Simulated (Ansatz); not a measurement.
SnO2, fluorite type; equations of state without spin from Ansatz PAW hard set, 700 eV.

PBE (k-mesh 19³, smearing 0.061 eV) gives V₀ = 11.334 Å³/atom and B₀ = 186 GPa.

(1) What does r²SCAN give (700 eV, k-mesh 12³, smearing 0.1 eV)?

Results:

(1) V₀ = 10.845 Å³/atom (-4.3 %) and B₀ = 227 GPa (+22 %).

This cubic structure is a model: it isn't the usual form of the substance at ambient conditions, and such phases are metastable or hypothetical. Potentials made with PBE were used with another functional (at least in: Ansatz PAW hard set, 700 eV (r²SCAN)).
